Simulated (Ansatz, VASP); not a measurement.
Mg8H in VASP and in Ansatz

```
Mg H
1.0
     6.43177    0.00000    0.00000
    -3.21589    5.57008    0.00000
     0.00000    0.00000    5.13535
Mg H
8 1
Cartesian
  0.0000 1.8601 1.2943
  -1.6050 4.6400 1.2943
  3.2159 1.8567 1.2684
  1.6050 4.6400 1.2943
  1.6109 0.9300 3.8411
  0.0000 3.7134 3.8669
  4.8209 0.9300 3.8411
  3.2159 3.7100 3.8411
  0.0000 0.0000 0.0000
```

Alike in both runs: functional PBE; k mesh 6 × 6 × 6; occupations gaussian, width 0.1 eV; no spin polarisation.

Ansatz relaxed the structure, and its values are those at the end. VASP's run is a single point on that final structure, the one shown.

```csv
,VASP,Ansatz
version,VASP 6.6.1,Ansatz 0.2.0
potentials or method,"VASP PAW PBE potentials, release 64 (Mg, H)","scalar-relativistic, plane waves, PAW"
plane-wave cutoff (eV),520,420
valence electrons in the cell,17,81
```

Ansatz gave:

* gap on the k mesh at the Fermi level (eV): none
* pressure (GPa): 0.0

Task: Estimate VASP's values.

Result: gap on the k mesh at the Fermi level (eV): none; pressure (GPa): -0.1.

A gap of «none» marks a metal or a gap that the smearing closes. The two sets of potentials don't hold the same shells in valence.
